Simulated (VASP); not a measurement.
The system is Se.

```
Se
1.0
     4.36620    0.00000    0.00000
    -2.18310    3.78124    0.00000
     0.00000    0.00000    4.95360
Se
3
Cartesian
  1.6910 2.9289 0.0000
  -0.4921 0.8523 3.3024
  0.9841 0.0000 1.6512
```

Base run:

- Program: VASP 6.6.1
- Functional: r2SCAN
- Potentials or basis: VASP PAW PBE potentials, release 64 (Se)
- Cutoff: 520 eV
- k mesh: 8 × 8 × 6
- Occupations: gaussian, width 0.02 eV
- Spin: no spin polarisation

Its results: band gap on the k mesh 1.39 eV, indirect (least direct gap 1.49 eV).

Question: The run is repeated on the same cell with these changes: functional from r2SCAN to TB-mBJ. What comes out?

Answer: Band gap on the k mesh 1.57 eV, indirect (least direct gap 1.68 eV).

Caveats: the mesh misses the band edges, which the band path finds closer together.
